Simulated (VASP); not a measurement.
# MnO (P6_3mc) in VASP: a series of runs, part 2 of 2

VASP 6.6.1.

### Step 3. Single point, PBEsol, collinear spin, ferromagnetic start

File INCAR:

```
SYSTEM = MnO
PREC = Accurate ; ENCUT = 550
EDIFF = 1E-6 ; ISMEAR = 0
SIGMA = 0.05 ; LREAL = Auto
LASPH = .TRUE. ; NELM = 100
ALGO = Normal ; ISIF = 2
LWAVE = .FALSE. ; LCHARG = .FALSE.
ISPIN = 2 ; MAGMOM = 4 4 0 0
LORBIT = 11 ; LMAXMIX = 4
GGA = PS ; NBANDS = 31
ADDGRID = .FALSE.
```

File KPOINTS:

```
Automatic mesh
0
G
  7 7 4
  0 0 0
```

File POSCAR:

```
MnO
1.0
    3.3717000000      0.0000000000      0.0000000000
   -1.6858500000      2.9199778539      0.0000000000
    0.0000000000      0.0000000000      5.3855000000
Mn O
2 2
Direct
    0.6666666667      0.3333333333      0.5109600000
    0.3333333333      0.6666666667      0.0109600000
    0.6666666667      0.3333333333      0.8754700000
    0.3333333333      0.6666666667      0.3754700000
```

Potentials or basis: VASP PAW PBE potentials, release 64 (Mn_pv, O).

Run with:

```console
$ cat potpaw_PBE.64/Mn_pv/POTCAR potpaw_PBE.64/O/POTCAR > POTCAR
$ mpirun -np 1 vasp_std > vasp.out
```

OUTCAR:

```text
SYSTEM = MnO
   PREC = Accurate
   ENCUT = 550
   EDIFF = 1E-6
   ISMEAR = 0
   LREAL = Auto
   LASPH = .TRUE.
   NELM = 100
   ISIF = 2
   ISPIN = 2
   LORBIT = 11
   GGA = PS

 Found     24 irreducible k-points:

 Following reciprocal coordinates:
            Coordinates               Weight
  0.000000  0.000000  0.000000      1.000000
  0.142857 -0.000000  0.000000      6.000000
  0.285714 -0.000000  0.000000      6.000000
  0.428571  0.000000  0.000000      6.000000
  0.142857  0.142857  0.000000      6.000000
  0.285714  0.142857  0.000000     12.000000
   k-points           NKPTS =     24   k-points in BZ     NKDIM =     24   number of bands    NBANDS=     31
   number of dos      NEDOS =    301   number of ions     NIONS =      4
   total plane-waves  NPLWV =  32928
   dimension x,y,z NGX =    28 NGY =   28 NGZ =   42
   dimension x,y,z NGXF=    56 NGYF=   56 NGZF=   84
   ions per type =               2   2
   NGX,Y,Z   is equivalent  to a cutoff of  13.81, 13.81, 12.97 a.u.
   NGXF,Y,Z  is equivalent  to a cutoff of  27.61, 27.61, 25.93 a.u.
 SYSTEM =  MnO
   PREC   = accura    normal or accurate (medium, high low for compatibility)
   ISTART =      0    job   : 0-new  1-cont  2-samecut
   ICHARG =      2    charge: 1-file 2-atom 10-const
   ISPIN  =      2    spin polarized calculation?
   LNONCOLLINEAR =      F non collinear calculations
   LSORBIT =      F    spin-orbit coupling
   LASPH  =      T    aspherical Exc in radial PAW
   ENCUT  =  550.0 eV  40.42 Ry    6.36 a.u.   6.45  6.45 10.30*2*pi/ulx,y,z
   NELM   =    100;   NELMIN=  2; NELMDL= -5     # of ELM steps
   EDIFF  = 0.1E-05   stopping-criterion for ELM
   LREAL  =      T    real-space projection
   EDIFFG = 0.1E-04   stopping-criterion for IOM
   NSW    =      0    number of steps for IOM
   IBRION =     -1    ionic relax: 0-MD 1-quasi-New 2-CG
   NFREE  =      0    steps in history (QN), initial steepest desc. (CG)
   ISIF   =      2    stress and relaxation
   ISYM   =      2    0-nonsym 1-usesym 2-fastsym
   POTIM  = 0.5000    time-step for ionic-motion
   TEBEG  =    0.0;   TEEND  =   0.0 temperature during run
   PSTRESS=    0.0 pullay stress
   NELECT =      38.0000    total number of electrons
   NUPDOWN=      -1.0000    fix difference up-down
   EMIN   =  10.00;   EMAX   =-10.00  energy-range for DOS
   EFERMI =   0.00;   METHOD = LEGACY
   ISMEAR =     0;   SIGMA  =   0.05  broadening in eV -4-tet -1-fermi 0-gaus
   EFERMI_NEDOS =   21; number of points for ismear=-14 and -15
   IALGO  =     38    algorithm
   IMIX   =      4    mixing-type and parameters
     AMIX     =   0.40;   BMIX     =  1.00
     AMIX_MAG =   1.60;   BMIX_MAG =  1.00
  volume/ion in A,a.u.               =      13.26        89.45
  Fermi-wavevector in a.u.,A,eV,Ry     =   1.465046  2.768535 29.202988  2.146359
  Thomas-Fermi vector in A             =   2.580949
   LORBIT       =     11    0 simple, 1 ext, 2 COOP (PROOUT), +10 PAW based schemes
   GGA     = PS    functional components
   LHFCALC =     F    Hartree Fock is set to
   AEXX    =    0.0000 exact exchange contribution
   IVDW    =     0    specifies the selected vdW correction
   LEPSILON=     F    determine dielectric tensor
   LRPA    =     F    only Hartree local field effects (RPA)
 spin polarized calculation
 Gauss-broadening in eV      SIGMA  =   0.05
  energy-cutoff  :      550.00
  volume of cell :       53.02
 maximum number of plane-waves:      1575
 NGX is ok and might be reduce to    28
   NGX = 13   NGY = 13   NGZ = 21

 number of electron      37.9999989 magnetization      10.0440028

 number of electron      37.9999989 magnetization       9.9879370

 Free energy of the ion-electron system (eV)
  ---------------------------------------------------
  ext. energy  EPLUGINS =         0.00000000
  ---------------------------------------------------
  free energy    TOTEN  =       -34.26553558 eV

  energy without entropy =      -34.26519962  energy(sigma->0) =      -34.26536760

 E-fermi :   5.7375     XC(G=0): -10.8247

 val. band max:        5.6586183140   @ k =   0.1429  -0.0000   0.0000
 cond. band min:       5.7522447490   @ k =   0.0000   0.0000   0.0000
 fundamental gap:      0.0936264350
 Fermi energy:         5.7374828512

 spin component 1

 k-point     1 :       0.0000    0.0000    0.0000
  band No.  band energies     occupation
      1     -44.7143      1.00000
      2     -44.7142      1.00000
      3     -44.7142      1.00000
      4     -44.7082      1.00000
      5     -44.7082      1.00000
      6     -44.6763      1.00000
[... 23 lines left out ...]
     30      17.7976      0.00000
     31      18.1904      0.00000

 k-point     2 :       0.1429   -0.0000    0.0000
  band No.  band energies     occupation
      1     -44.7189      1.00000
      2     -44.7155      1.00000
      3     -44.7127      1.00000
      4     -44.7116      1.00000
      5     -44.7089      1.00000
      6     -44.6775      1.00000
[... 23 lines left out ...]
     30      17.0240      0.00000
     31      18.5335      0.00000

 k-point     3 :       0.2857   -0.0000    0.0000
  band No.  band energies     occupation
      1     -44.7283      1.00000
      2     -44.7228      1.00000
      3     -44.7185      1.00000
      4     -44.7108      1.00000
      5     -44.7061      1.00000
      6     -44.6808      1.00000
[... 91 lines left out ...]
     30      17.0261      0.00000
     31      17.2984      0.00000

 k-point     6 :       0.2857    0.1429    0.0000
  band No.  band energies     occupation
      1     -44.7319      1.00000
      2     -44.7284      1.00000
      3     -44.7212      1.00000
      4     -44.7140      1.00000
      5     -44.7015      1.00000
      6     -44.6839      1.00000
[... 23 lines left out ...]
     30      15.4569      0.00000
     31      16.4355      0.00000

 [... further k-points ...]

 spin component 2

 k-point     1 :       0.0000    0.0000    0.0000
  band No.  band energies     occupation
      1     -40.0729      1.00000
      2     -40.0431      1.00000
      3     -40.0431      1.00000
      4     -40.0353      1.00000
      5     -40.0353      1.00000
      6     -40.0218      1.00000
[... 23 lines left out ...]
     30      18.9034      0.00000
     31      19.7402      0.00000

 k-point     2 :       0.1429   -0.0000    0.0000
  band No.  band energies     occupation
      1     -40.0703      1.00000
      2     -40.0483      1.00000
      3     -40.0448      1.00000
      4     -40.0413      1.00000
      5     -40.0363      1.00000
      6     -40.0233      1.00000
[... 23 lines left out ...]
     30      18.5436      0.00000
     31      20.3088      0.00000

 k-point     3 :       0.2857   -0.0000    0.0000
  band No.  band energies     occupation
      1     -40.0665      1.00000
      2     -40.0574      1.00000
      3     -40.0546      1.00000
      4     -40.0487      1.00000
      5     -40.0386      1.00000
      6     -40.0277      1.00000
[... 91 lines left out ...]
     30      18.9641      0.00000
     31      19.1965      0.00000

 k-point     6 :       0.2857    0.1429    0.0000
  band No.  band energies     occupation
      1     -40.0683      1.00000
      2     -40.0626      1.00000
      3     -40.0541      1.00000
      4     -40.0521      1.00000
      5     -40.0428      1.00000
      6     -40.0317      1.00000
[... 23 lines left out ...]
     30      17.3522      0.00000
     31      18.3093      0.00000

 [... further k-points ...]

------------------------ aborting loop because EDIFF is reached ----------------------------------------

  FORCE on cell =-STRESS in cart. coord.  units (eV):
  Direction    XX          YY          ZZ          XY          YZ          ZX
  --------------------------------------------------------------------------------------
  -------------------------------------------------------------------------------------
  Total       -0.4302750     -0.4302750      2.0432710      0.0000000      0.0000000      0.0000000
  in kB      -13.0017622    -13.0017622     61.7421906      0.0000000      0.0000000      0.0000000
  external PRESSURE =      11.9128887 kB  Pullay stress =       0.0000000 kB

 VOLUME and BASIS-vectors are now :
 -----------------------------------------------------------------------------
  energy-cutoff  :      550.00
  volume of cell :       53.02
      direct lattice vectors                 reciprocal lattice vectors
     3.371700000  0.000000000  0.000000000     0.296586292  0.171234175  0.000000000
    -1.685850000  2.919977854  0.000000000     0.000000000  0.342468351  0.000000000
     0.000000000  0.000000000  5.385500000     0.000000000  0.000000000  0.185683781

 POSITION                                       TOTAL-FORCE (eV/Angst)
 -----------------------------------------------------------------------------------
      1.68585      0.97333      2.75178        -0.000000     -0.000000     -0.596621
     -0.00000      1.94665      0.05903         0.000000     -0.000000     -0.596621
      1.68585      0.97333      4.71484         0.000000     -0.000000      0.596621
     -0.00000      1.94665      2.02209        -0.000000      0.000000      0.596621
 -----------------------------------------------------------------------------------
    total drift:                               -0.000000     -0.000000     -0.000079

  FREE ENERGIE OF THE ION-ELECTRON SYSTEM (eV)
  ---------------------------------------------------
  free  energy   TOTEN  =       -34.2655355812 eV

  energy  without entropy=      -34.2651996249  energy(sigma->0) =      -34.26536760

 total charge

# of ion       s       p       d       tot
------------------------------------------
    1        0.245   6.235   4.952  11.431
    2        0.245   6.235   4.952  11.431
    3        1.549   3.442   0.000   4.991
    4        1.549   3.442   0.000   4.991
--------------------------------------------------
tot          3.588  19.354   9.903  32.845

 magnetization (x)

# of ion       s       p       d       tot
------------------------------------------
    1        0.037   0.063   4.300   4.401
    2        0.037   0.063   4.300   4.401
    3        0.019   0.181   0.000   0.200
    4        0.019   0.181   0.000   0.200
--------------------------------------------------
tot          0.113   0.488   8.600   9.202
```

OSZICAR:

```text
N       E                     dE             d eps       ncg     rms          rms(c)
DAV:   1     0.457665248633E+03    0.45767E+03   -0.21730E+04  2976   0.150E+03
DAV:   2    -0.142274278170E+01   -0.45909E+03   -0.42913E+03  3081   0.445E+02
DAV:   3    -0.387885180588E+02   -0.37366E+02   -0.36479E+02  3445   0.135E+02
DAV:   4    -0.393703098342E+02   -0.58179E+00   -0.58118E+00  3116   0.181E+01
DAV:   5    -0.393765016366E+02   -0.61918E-02   -0.61917E-02  3375   0.193E+00    0.219E+01
DAV:   6    -0.351657684008E+02    0.42107E+01   -0.29683E+01  3584   0.516E+01    0.211E+01
DAV:   7    -0.342649820470E+02    0.90079E+00   -0.39433E+00  3029   0.267E+01    0.130E+01
DAV:   8    -0.342920410803E+02   -0.27059E-01   -0.56765E-01  3312   0.444E+00    0.756E+00
DAV:   9    -0.342557750173E+02    0.36266E-01   -0.12881E-01  3089   0.317E+00    0.188E+00
DAV:  10    -0.342616341366E+02   -0.58591E-02   -0.32104E-02  3241   0.166E+00    0.861E-01
DAV:  11    -0.342649990818E+02   -0.33649E-02   -0.51070E-03  3137   0.700E-01    0.279E-01
DAV:  12    -0.342654907715E+02   -0.49169E-03   -0.33946E-04  3691   0.206E-01    0.631E-02
DAV:  13    -0.342655111333E+02   -0.20362E-04   -0.85702E-05  3153   0.644E-02    0.547E-02
DAV:  14    -0.342655353649E+02   -0.24232E-04   -0.49404E-05  3109   0.450E-02    0.200E-02
DAV:  15    -0.342655355812E+02   -0.21632E-06   -0.54887E-06  3099   0.181E-02
   1 F= -.34265536E+02 E0= -.34265368E+02  d E =-.335956E-03  mag=     9.9893
```

It took 76 s on 1 thread of AMD EPYC 9R45 (Zen 5), shared host; peak memory 0.2 GiB.

The run converged, but some of its settings lie outside the range that counts as converged, so its numbers aren't taken as properties of the crystal.

Results:

```yaml
Free_energy: -34.2655 eV
Pressure: 1.2 GPa
Largest_force: 0.597 eV/Å
Band_gap_on_the_k_mesh: none (metal or under the smearing width)
Net_moment: 9.99 μB per cell
Site_moments: Mn +4.40; O +0.20 μB
Valence_electrons_inside_the_program's_atomic_spheres: Mn 11.43; O 4.99
```

Caveat: the PAW data sets were made with another functional, which shifts forces and pressure a little; semilocal functionals often make such compounds metallic where correlation or magnetic order opens a gap, which also shifts bond lengths; only a ferromagnetic start was run, and an antiferromagnetic order may lie lower in energy.

### Step 4. Single point, PBEsol, collinear spin, ferromagnetic start

Changes to INCAR since step 3:

```diff
@@ -2,4 +2,4 @@
 PREC = Accurate ; ENCUT = 550
-EDIFF = 1E-6 ; ISMEAR = 0
-SIGMA = 0.05 ; LREAL = Auto
+EDIFF = 1E-4 ; ISMEAR = 0
+SIGMA = 0.05 ; LREAL = .FALSE.
 LASPH = .TRUE. ; NELM = 100
```

KPOINTS is that of step 3.

POSCAR is that of step 3.

Run with:

```console
$ cat potpaw_PBE.64/Mn_pv/POTCAR potpaw_PBE.64/O/POTCAR > POTCAR
$ mpirun -np 1 vasp_std > vasp.out
```

It took 41 s on 1 thread of AMD EPYC 9R45 (Zen 5), shared host; peak memory 0.19 GiB.

These settings aren't checked as converged: the numbers below hold their error.

Results:

```yaml
Free_energy: -34.2639 eV
Pressure: 1.4 GPa
Largest_force: 0.596 eV/Å
Band_gap_on_the_k_mesh: none (metal or under the smearing width)
Net_moment: 9.98 μB per cell
Site_moments: Mn +4.40; O +0.20 μB
Valence_electrons_inside_the_program's_atomic_spheres: Mn 11.43; O 4.99
```

Caveat: the PAW data sets were made with another functional, which shifts forces and pressure a little; semilocal functionals often make such compounds metallic where correlation or magnetic order opens a gap, which also shifts bond lengths; only a ferromagnetic start was run, and an antiferromagnetic order may lie lower in energy.

### Step 5. Single point, PBEsol, collinear spin, ferromagnetic start

Changes to INCAR since step 4:

```diff
@@ -1,4 +1,4 @@
 SYSTEM = MnO
-PREC = Accurate ; ENCUT = 550
-EDIFF = 1E-4 ; ISMEAR = 0
+PREC = Accurate ; ENCUT = 450
+EDIFF = 1E-6 ; ISMEAR = 0
 SIGMA = 0.05 ; LREAL = .FALSE.
```

File KPOINTS:

```
Automatic mesh
0
G
  8 8 5
  0 0 0
```

POSCAR is that of step 4.

Potentials or basis: VASP PAW PBE potentials, release 64 (Mn_pv, O).

Run with:

```console
$ cat potpaw_PBE.64/Mn_pv/POTCAR potpaw_PBE.64/O/POTCAR > POTCAR
$ mpirun -np 1 vasp_std > vasp.out
```

OUTCAR:

```text
SYSTEM = MnO
   PREC = Accurate
   ENCUT = 450
   EDIFF = 1E-6
   ISMEAR = 0
   LREAL = .FALSE.
   LASPH = .TRUE.
   NELM = 100
   ISIF = 2
   ISPIN = 2
   LORBIT = 11
   GGA = PS

 Found     30 irreducible k-points:

 Following reciprocal coordinates:
            Coordinates               Weight
  0.000000  0.000000  0.000000      1.000000
  0.125000 -0.000000  0.000000      6.000000
  0.250000 -0.000000  0.000000      6.000000
  0.375000 -0.000000  0.000000      6.000000
  0.500000 -0.000000  0.000000      3.000000
  0.125000  0.125000  0.000000      6.000000
   k-points           NKPTS =     30   k-points in BZ     NKDIM =     30   number of bands    NBANDS=     31
   number of dos      NEDOS =    301   number of ions     NIONS =      4
[... 507 lines left out ...]
    -1.685850000  2.919977854  0.000000000     0.000000000  0.342468351  0.000000000
     0.000000000  0.000000000  5.385500000     0.000000000  0.000000000  0.185683781

 POSITION                                       TOTAL-FORCE (eV/Angst)
 -----------------------------------------------------------------------------------
      1.68585      0.97333      2.75178        -0.000000     -0.000000     -0.601080
     -0.00000      1.94665      0.05903         0.000000      0.000000     -0.601080
      1.68585      0.97333      4.71484         0.000000     -0.000000      0.601080
     -0.00000      1.94665      2.02209        -0.000000     -0.000000      0.601080
 -----------------------------------------------------------------------------------
    total drift:                                0.000000      0.000001      0.003893

  FREE ENERGIE OF THE ION-ELECTRON SYSTEM (eV)
  ---------------------------------------------------
  free  energy   TOTEN  =       -34.2667815660 eV

  energy  without entropy=      -34.2665344686  energy(sigma->0) =      -34.26665802

 total charge

# of ion       s       p       d       tot
------------------------------------------
    1        0.245   6.235   4.952  11.432
    2        0.245   6.235   4.952  11.432
    3        1.561   3.445   0.000   5.006
    4        1.561   3.445   0.000   5.006
--------------------------------------------------
tot          3.611  19.361   9.905  32.877

 magnetization (x)

# of ion       s       p       d       tot
------------------------------------------
    1        0.037   0.063   4.302   4.402
    2        0.037   0.063   4.302   4.402
    3        0.019   0.181   0.000   0.201
    4        0.019   0.181   0.000   0.201
--------------------------------------------------
tot          0.114   0.489   8.603   9.206
```

OSZICAR:

```text
N       E                     dE             d eps       ncg     rms          rms(c)
DAV:   1     0.422827605307E+03    0.42283E+03   -0.19366E+04  3728   0.130E+03
DAV:   2    -0.460525345878E+01   -0.42743E+03   -0.40017E+03  3860   0.412E+02
DAV:   3    -0.388548174772E+02   -0.34250E+02   -0.33477E+02  4203   0.126E+02
DAV:   4    -0.393678931227E+02   -0.51308E+00   -0.51260E+00  4007   0.168E+01
DAV:   5    -0.393733703425E+02   -0.54772E-02   -0.54771E-02  4259   0.179E+00    0.219E+01
DAV:   6    -0.351558343123E+02    0.42175E+01   -0.29331E+01  4458   0.512E+01    0.209E+01
DAV:   7    -0.342653104501E+02    0.89052E+00   -0.39764E+00  3765   0.266E+01    0.130E+01
DAV:   8    -0.342928067817E+02   -0.27496E-01   -0.56374E-01  4084   0.437E+00    0.756E+00
DAV:   9    -0.342566071685E+02    0.36200E-01   -0.13337E-01  3853   0.319E+00    0.195E+00
DAV:  10    -0.342626131203E+02   -0.60060E-02   -0.33954E-02  3982   0.168E+00    0.899E-01
DAV:  11    -0.342661837909E+02   -0.35707E-02   -0.54322E-03  3993   0.717E-01    0.298E-01
DAV:  12    -0.342667377322E+02   -0.55394E-03   -0.37652E-04  4579   0.213E-01    0.617E-02
DAV:  13    -0.342667578618E+02   -0.20130E-04   -0.91208E-05  3986   0.638E-02    0.551E-02
DAV:  14    -0.342667816788E+02   -0.23817E-04   -0.50924E-05  3930   0.450E-02    0.212E-02
DAV:  15    -0.342667815660E+02    0.11280E-06   -0.55678E-06  3830   0.179E-02
   1 F= -.34266782E+02 E0= -.34266658E+02  d E =-.247097E-03  mag=     9.9932
```

Wall time 42 s (1 thread of AMD EPYC 9R45 (Zen 5), shared host); peak memory 0.17 GiB.

These settings aren't checked as converged: the numbers below hold their error.

Results:

```yaml
Free_energy: -34.2668 eV
Largest_force: 0.601 eV/Å
Band_gap_on_the_k_mesh: none (metal or under the smearing width)
Net_moment: 9.99 μB per cell
Site_moments: Mn +4.40; O +0.20 μB
Valence_electrons_inside_the_program's_atomic_spheres: Mn 11.43; O 5.01
```

Caveat: the cutoff is under 1.25 times the usual one of these potentials, so pressure, stress and relaxed cells hold a basis-set (Pulay) error; the PAW data sets were made with another functional, which shifts forces and pressure a little; semilocal functionals often make such compounds metallic where correlation or magnetic order opens a gap, which also shifts bond lengths; only a ferromagnetic start was run, and an antiferromagnetic order may lie lower in energy.

### Step 6. For comparison

An earlier run on the cell as given: functional PBE; potentials or basis VASP PAW PBE potentials, release 64 (Mn_pv, O); cutoff 520 eV; k mesh 9 × 9 × 5; occupations fermi-dirac, width 0.05 eV; collinear spin, ferromagnetic start; starting moments [4.0, 4.0, 0.0, 0.0] μB.

- Pressure: 6.5 GPa
- Largest force: 0.663 eV/Å
- Band gap on the k mesh: none (metal or under the smearing width)
- Net moment: 9.99 μB per cell
- Site moments: Mn +4.41; O +0.20 μB
- Valence electrons inside the program's atomic spheres: Mn 11.43; O 5.02
